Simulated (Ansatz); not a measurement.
# TaN (P6/mmm) in Ansatz: notebook, part 2 of 2

Ansatz 0.2.0. The steps go on from the part before.

### 3 Relaxation of cell and atoms, PBE+U

input.yaml

```yaml
crystal:
  lattice:
    - [5.1850002, 0.0, 0.0]
    - [-2.5925001, 4.49034189, 0.0]
    - [0.0, 0.0, 2.90800053]
  atoms:
    - { symbol: Ta, position: [0.0, 0.0, 0.0] }
    - { symbol: Ta, position: [0.3333333333, 0.6666666667, 0.5] }
    - { symbol: Ta, position: [0.6666666667, 0.3333333333, 0.5] }
    - { symbol: "N", position: [0.5, 0.0, 0.0] }
    - { symbol: "N", position: [0.5, 0.5, 0.0] }
    - { symbol: "N", position: [0.0, 0.5, 0.0] }
hamiltonian:
  xc: pbe
  pseudopotentials: { kind: paw }
  hubbard: { sites: [{ species: Ta, l: d, u_eff: 6.0 }] }
kpoints:
  mp_grid: { grid: [6, 6, 9] }
scf:
  occupations: { method: fermi_dirac, width: 0.05 }
output:
  forces: true
  stress: true
  eigenvalues: true
  write_density: true
  write_potential: true
  elf: true
  volumetric_format: npy
relax:
  f_tol: 0.01
  max_steps: 40
  cell: { stress_tol: 0.05 }
```

Potentials or basis: Ansatz PAW.

Run with:

```bash
$ ansatz run input.yaml --threads 2 --pin off --max-ram 5632MiB --backend cpu --events-out ev --progress --plain --runs-dir out
```

Standard output:

```text
Warning: RAYON_NUM_THREADS=2 ignored (pool sized by the plan → 2); use --threads N
Ta: projections on atomic orbitals take those of the free atom [Kr 4d10 4f14] 5s2 5p6 5d3 6s2, of charge +0.00 (hamiltonian.pseudopotentials.projection_atoms); the dataset's partial waves leave at most 6.0e-5 of an orbital's norm unspanned inside its sphere
N: projections on atomic orbitals take those of the free atom [He] 2s2 2p3, of charge +0.00 (hamiltonian.pseudopotentials.projection_atoms); the dataset's partial waves leave at most 9.3e-9 of an orbital's norm unspanned inside its sphere
Engine: ansatz 0.2.0, aarch64-unknown-linux-gnu
Pseudopotentials: kind: paw
Pseudopotential: Ta, paw, valence charge 13, recommended cutoff 420 eV (normal), Ta.paw.azcp
Pseudopotential: N, paw, valence charge 5, recommended cutoff 420 eV (normal), N.paw.azcp
Functional definition: PBE
  parameter kappa = 0.804
  parameter beta = 0.06672455060314922
  exchange = pbe_x(kappa = kappa, mu = beta*pi^2/3)
  correlation = pbe_c(beta = beta)
Crystal: 6 atoms, lattice volume = 67.705 Å³
Basis set: ecut = 420 eV, 1287 PW (Γ), exchange–correlation on 72×72×40 points (8 copies of the dense FFT grid, shifted against one another)
Bands: 33, of which v1, the nominal top of the filled ones, is band 27 counted from 1 (26 counted from 0)
Symmetry: 24 space group operations
Space group: P6/mmm (ITA 191), of the structure as read, at distance tolerance 4.1e-5 Å
k-points: 35 of 324
Non-local potential: Ta, projectors of the file, l = 0: 3, l = 1: 2, l = 2: 2, l = 3: 1
Non-local potential: N, projectors of the file, l = 0: 2, l = 1: 2, l = 2: 1
PAW form: soft (Blöchl's): semilocal exchange-correlation on the pseudo side does not see the compensation charge
PAW one-centre angular grid: Ta, 590 points (default); XC on 64 Gauss nodes
PAW one-centre angular grid: N, 110 points (default); XC on 64 Gauss nodes
Initial density: superposition of atomic densities (chi_scale 0.1, normalization cell, long waves of neutral atoms under a Hubbard term (reshape's long-wave potential 0.02 eV rms, cloud 2.41 Å wide))
Initial wavefunctions: pseudopotential atomic-orbital guess
Functional: x = pbe(κ = 0.804, μ = 0.2195149727645171), c = pbe(β = 0.06672455060314922)
SCF iter   1: F=—  HF=-30934.005685 eV  |F-HF|=—  |Δ(HF+E_count)|=         —  Δρ=1.04e-1  dr2=8.21e0  ethr=3.10e-3  ⟨swp⟩=5.9  Hψ=4777  notcnv=0
[... 97 lines left out ...]
  E_hubbard    = 19.714416  (on-site DFT+U / exact-exchange correction)
  E_vhub       = 7.870061  (the Hubbard potential's part of the band-sum identity)
  E_paw        = -25570.577343  (= ΣΔE_a)
  E_vpaw       = -395.030728  (= ΣTr[D̂ρ^β])
  E_aug_tail   = 0.000861  (compensation charges beyond the density's cutoff)
  E_ewald      = -4767.967009
  E_smearing   = -0.008134  (= −TS)
  E_closure    = 0.000000  (closes the sum)
  Σ components = -30932.780009   (vs F -30932.780009, Δ=0.00e0)
--- Forces (eV/Å), atoms counted from 1 ---
  atom   1  Ta    -0.00000000     0.00000000     0.00000000
  atom   2  Ta    -0.00000000    -0.00000000     0.00000000
  atom   3  Ta     0.00000000     0.00000000     0.00000000
  atom   4  N     -0.00000000    -0.00000000     0.00000000
  atom   5  N     -0.00000000     0.00000000     0.00000000
  atom   6  N      0.00000000     0.00000000     0.00000000
  max |Σ_I F_I| component: 9.25e-18 eV/Å
--- Stress (GPa, compression-positive) ---
        0.007270       0.000000       0.000000
       -0.000000       0.007270       0.000000
        0.000000       0.000000       0.009146
  P = ⅓ Tr σ = 0.0079 GPa (0.079 kbar)
--- Band table (eV; the first three rows and the last of 35) ---
  k-point 0: bands = ["-51.3692", "-51.3327", "-50.6921", "-18.1139", "-18.1139", "-17.8013", "-17.8013", "-17.5213", "-17.4224", "-17.3679", "-17.3679", "-16.1975", "0.7072", "3.8584", "3.8584", "8.8647", "12.0200", "12.0200", "13.2507", "13.2507", "13.4577", "15.7195", "15.7952", "15.7952", "16.3728", "16.7825", "18.5288", "18.5288", "19.5560", "19.8187", "19.8187", "21.1789", "21.4373"]
  k-point 1: bands = ["-51.3648", "-51.3291", "-50.6890", "-18.1003", "-18.1003", "-17.7877", "-17.7877", "-17.6200", "-17.5125", "-17.3639", "-17.3639", "-16.2684", "0.9584", "3.7848", "3.7848", "9.2832", "12.0280", "12.0280", "13.1005", "13.1005", "13.3173", "15.3209", "15.3209", "15.6565", "16.4361", "17.3077", "18.8144", "18.8144", "19.4489", "19.4489", "19.6968", "21.3263", "21.5979"]
  k-point 2: bands = ["-51.3522", "-51.3193", "-50.6802", "-18.0664", "-18.0664", "-17.8639", "-17.7526", "-17.7526", "-17.7361", "-17.3539", "-17.3539", "-16.4454", "1.6327", "3.5892", "3.5892", "10.4156", "11.9441", "11.9441", "12.3757", "12.8226", "12.8226", "14.6680", "14.6680", "16.4555", "16.6035", "18.2281", "18.2281", "18.6666", "19.4647", "19.4647", "20.0783", "21.7312", "21.9372"]
  k-point 34: bands = ["-51.3096", "-51.3096", "-50.6535", "-18.2230", "-18.2230", "-18.0416", "-17.8481", "-17.8481", "-17.6546", "-17.3305", "-17.3305", "-16.7611", "3.0993", "3.3239", "3.3239", "11.0217", "11.0217", "12.2198", "12.3416", "12.3416", "12.7219", "12.9299", "15.2287", "15.2287", "16.4957", "16.4957", "17.3032", "21.4019", "21.4019", "21.5528", "21.9783", "21.9783", "22.3568"]
Occupation matrices written to <dir>
--- Relaxed structure (5 steps of the walk, 5 accepted, 2 SCFs on fresh bases) ---
  F+E_penalty+E_count = -30932.78000870 eV   max|allowed force component| = 7.324e-17 eV/Å   (the final SCF, on the basis selected at the relaxed cell)
  cell:  # Å, volume = 71.7305 Å³
    - [5.318372988270078, 0.0, 0.0]
    - [-2.659186494135039, 4.605846114642846, 0.0]
    - [0.0, 0.0, 2.9283005524272987]
  atoms:
    - { symbol: Ta, position: [1.1121668431715208e-35, 2.740226183527925e-35, 0.0] }
    - { symbol: Ta, position: [0.3333333333333333, 0.6666666666666667, 0.49999999999999994] }
    - { symbol: Ta, position: [0.6666666666666666, 0.3333333333333333, 0.49999999999999994] }
    - { symbol: N, position: [0.49999999999999994, 7.922827878461174e-35, 0.0] }
    - { symbol: N, position: [0.5, 0.5, 0.0] }
    - { symbol: N, position: [2.7755575615628914e-17, 0.5, 0.0] }
```

v_z.tsv:

```text
# z_ang	v_es[eV]	v_tot[eV]
# format = ansatz-planar-average/11
# xc	pbe
# density_cutoff_ev	1680
# datasets	Ta=:simpson_from_first_knot:soft	N=:simpson_from_first_knot:soft
# lattice	5.318372988	0.000000000	0.000000000
# lattice	-2.659186494	4.605846115	0.000000000
# lattice	0.000000000	0.000000000	2.928300552
# sites	6
# site	73	-0.000000000	0.000000000	0.000000000
# site	73	-0.000000000	3.070564076	1.464150276
# site	73	2.659186494	1.535282038	1.464150276
# site	7	2.659186494	0.000000000	0.000000000
# site	7	1.329593247	2.302923057	0.000000000
# site	7	-1.329593247	2.302923057	0.000000000
0.000000	2.684817e0	-1.143361e1
0.146415	3.455616e0	-1.054860e1
0.292830	5.502063e0	-8.139238e0
0.439245	7.966080e0	-5.116758e0
0.585660	9.834300e0	-2.661983e0
0.732075	1.040124e1	-1.701060e0
[... 12 lines left out ...]
2.635470	5.502063e0	-8.139238e0
2.781886	3.455616e0	-1.054860e1
```

It took 21 s on 2 threads of Arm Neoverse V2, shared host; peak memory 0.45 GiB.

Results:

- Free energy: -30932.7800 eV
- Relaxed volume: 11.96 Å³/atom
- Relaxed cell: a = 5.318 Å, b = 5.318 Å, c = 2.928 Å, α = 90.00°, β = 90.00°, γ = 120.00°
- Space group after relaxing (to 0.05 Å): P6/mmm (No. 191)
- Energy gained by relaxing: 32.9 meV/atom
- Ionic steps: 7
- Pressure after relaxing: 0.0 GPa
- Band gap on the k mesh: none (metal or under the smearing width)

The path:
```csv
step,energy change (eV),largest force (eV/Å),volume (Å³)
1,0.0000,0.0000,67.71
2,-0.1323,0.0000,73.37
3,-0.1810,0.0000,71.85
4,-0.1822,0.0000,71.63
5,-0.1975,0.0000,71.63
6,-0.1974,0.0000,71.73
7,-0.1976,0.0000,71.73
```

Final structure:
```
Ta N
1.0
     5.31837    0.00000    0.00000
    -2.65919    4.60585    0.00000
     0.00000    0.00000    2.92830
Ta N
3 3
Direct
  0.00000 0.00000 0.00000
  0.33333 0.66667 0.50000
  0.66667 0.33333 0.50000
  0.50000 0.00000 0.00000
  0.50000 0.50000 0.00000
  0.00000 0.50000 0.00000
```

Eigenvalues of the final occupation matrices:
| site | spin | trace | eigenvalues |
| --- | --- | --- | --- |
| site 1 | 1 | 1.86 | 0.20 0.20 0.44 0.52 0.52 |
| site 2 | 1 | 1.70 | 0.31 0.31 0.32 0.32 0.42 |
| site 3 | 1 | 1.70 | 0.31 0.31 0.32 0.32 0.42 |

Caveat: the plane-wave basis is chosen anew once the cell has moved, so the energies of steps on either side of that aren't comparable; the pressure holds a Pulay correction of +0.4 GPa for the finite cutoff; U without spin polarisation on a metal has little footing. Spin-orbit coupling is left out, which matters for the levels of Ta.

### 4 Relaxation of cell and atoms, PBE+U

input.yaml: that of step 3 with these lines changed.

```diff
@@ -15,3 +15,3 @@
   pseudopotentials: { kind: paw }
-  hubbard: { sites: [{ species: Ta, l: d, u_eff: 6.0 }] }
+  hubbard: { sites: [{ species: Ta, l: d, u_eff: 8.0 }] }
 kpoints:
@@ -24,6 +24,2 @@
   eigenvalues: true
-  write_density: true
-  write_potential: true
-  elf: true
-  volumetric_format: npy
 relax:
```

Run with:

```bash
$ ansatz run input.yaml --threads 2 --pin off --max-ram 5632MiB --backend cpu --events-out ev --progress --plain --runs-dir out
```

Wall time 29 s (2 threads of Arm Neoverse V2, shared host); peak memory 0.45 GiB.

The run converged. Its results:

```
Free energy                            : -30926.4305 eV
Relaxed volume                         : 12.22 Å³/atom
Relaxed cell                           : a = 5.353 Å, b = 5.353 Å, c = 2.955 Å, α = 90.00°, β = 90.00°, γ = 120.00°
Space group after relaxing (to 0.05 Å) : P6/mmm (No. 191)
Energy gained by relaxing              : 57.4 meV/atom
Ionic steps                            : 9
Pressure after relaxing                : 0.0 GPa
Band gap on the k mesh                 : none (metal or under the smearing width)
```

The path:
| step | energy change (eV) | largest force (eV/Å) | volume (Å³) |
| --- | --- | --- | --- |
| 1 | 0.0000 | 0.0000 | 67.71 |
| 2 | -0.2917 | 0.0000 | 74.73 |
| 3 | -0.3187 | 0.0000 | 73.36 |
| 4 | -0.3211 | 0.0000 | 73.14 |
| 5 | -0.3210 | 0.0000 | 73.17 |
| 6 | -0.3441 | 0.0000 | 73.17 |
| 7 | -0.3440 | 0.0000 | 73.31 |
| 8 | -0.3439 | 0.0000 | 73.32 |
| 9 | -0.3443 | 0.0000 | 73.32 |

Final structure:
```cif
data_structure
_symmetry_space_group_name_H-M 'P 1'
_symmetry_Int_Tables_number 1
_cell_length_a 5.3526
_cell_length_b 5.3526
_cell_length_c 2.9552
_cell_angle_alpha 90.000
_cell_angle_beta 90.000
_cell_angle_gamma 120.000
_cell_volume 73.32
loop_
_atom_site_label
_atom_site_type_symbol
_atom_site_fract_x
_atom_site_fract_y
_atom_site_fract_z
_atom_site_occupancy
Ta1 Ta 0.00000 0.00000 0.00000 1
Ta2 Ta 0.33333 0.66667 0.50000 1
Ta3 Ta 0.66667 0.33333 0.50000 1
N1 N 0.50000 0.00000 0.00000 1
N2 N 0.50000 0.50000 0.00000 1
N3 N 0.00000 0.50000 0.00000 1
```

Levels at points of the mesh, in eV from the Fermi level:
```tsv
k point	band 23	band 24	band 25	band 26	band 27	band 28	band 29	band 30	band 31	band 32
(0.00, 0.00, 0.00)	-3.14	-3.14	-2.47	-1.48	0.03	0.03	0.13	0.13	1.73	2.00
(0.00, -0.50, 0.00)	-4.45	-3.04	-2.21	-2.00	0.07	0.62	0.83	1.36	1.96	2.22
```

Eigenvalues of the final occupation matrices:
| site | spin | trace | eigenvalues |
| --- | --- | --- | --- |
| site 1 | 1 | 1.87 | 0.12 0.12 0.25 0.69 0.69 |
| site 2 | 1 | 1.63 | 0.30 0.30 0.32 0.32 0.39 |
| site 3 | 1 | 1.63 | 0.30 0.30 0.32 0.32 0.39 |

Caveat: the plane-wave basis is chosen anew once the cell has moved, so the energies of steps on either side of that aren't comparable; the pressure holds a Pulay correction of +0.4 GPa for the finite cutoff; U without spin polarisation on a metal has little footing.

### 5 Summary

| U | gap on the mesh (eV) | pressure (GPa) | relaxed volume (Å³/atom) |
| --- | --- | --- | --- |
| Ta d U = 5 eV | none | 0.0 | 11.88 |
| Ta d U = 6 eV | none | 0.0 | 11.96 |
| Ta d U = 8 eV | none | 0.0 | 12.22 |

Alike in all rows: task relaxation of cell and atoms; level PBE+U; potentials or basis Ansatz PAW; no spin polarisation; cell relaxed; k mesh 6 × 6 × 9; cutoff (eV) 420; smearing fermi-dirac 0.05 eV.

Caveats: the plane-wave basis is chosen anew once the cell has moved, so the energies of steps on either side of that aren't comparable; U without spin polarisation on a metal has little footing.

Absolute energies hang on the potentials; compare differences alone.
